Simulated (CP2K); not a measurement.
Runs of CP2K 2026.2 on HgTe (Coloradoite). It takes space group F-43m (No. 216, cubic). The conventional cell has a = 6.429 Å, b = 6.429 Å, c = 6.429 Å, α = 90.00°, β = 90.00°, γ = 90.00°. Hg (site symmetry -43m) is surrounded by 4 Te at 2.78 Å. Around Te (site symmetry -43m) lie 4 Hg at 2.78 Å. 

```csv
task,level,potentials or basis,smearing,EPS_DEFAULT,NGRIDS,CUTOFF of the grids,points a segment of the path (NPOINTS),bands added on the path,gap on the mesh (eV),pressure (GPa)
band structure,TB-mBJ,"POTENTIAL_UZH Hg GTH-PBE-q12, Te GTH-PBE-q6; TZVP-MOLOPT-PBE-GTH basis",fermi-dirac 0.1 eV,1.0E-9,4,675 Ry,8,6,none,-
single point,PBEsol,"POTENTIAL_UZH Hg GTH-PBE-q12, Te GTH-PBE-q6; TZVP-MOLOPT-PBE-GTH basis",fermi-dirac 0.05 eV,1.0E-10,4,450 Ry,-,-,none,3.4
band structure,r2SCAN,"POTENTIAL_UZH Hg GTH-SCAN-q12, Te GTH-SCAN-q6; TZVP-MOLOPT-SCAN-GTH basis",fermi-dirac 0.05 eV,1.0E-9,5,675 Ry,6,2,none,(a)
band structure,PBEsol,"POTENTIAL_UZH Hg GTH-PBE-q12, Te GTH-PBE-q6; TZVP-MOLOPT-PBE-GTH basis",fermi-dirac 0.01 eV,1.0E-10,5,450 Ry,10,6,none,3.4
band structure,LDA,"GTH_POTENTIALS Hg GTH-PADE-q12, Te GTH-PADE-q6; TZVP-MOLOPT-PBE-GTH basis",fermi-dirac 0.05 eV,1.0E-9,5,450 Ry,6,6,none,0.9
```

Alike in all rows: no spin polarisation; cell as given; k mesh 7 × 7 × 7.

Question: Fill in the values left out.

Answer: (a) 2.9.

Caveats: the basis of atomic orbitals isn't converged, which shifts pressures, moduli and gaps; spin-orbit coupling is left out, which moves the levels of the heavy elements (some runs); the potentials were made for another functional, which shifts forces and pressure (some runs); this is a model potential without an energy functional, so only levels have meaning (some runs).

A k mesh can miss the band edges, and the runs leave out spin-orbit coupling on Hg, Te.

A gap of «none» marks a metal or a gap under the smearing width.

Runs at the PBE level aren't shown here.
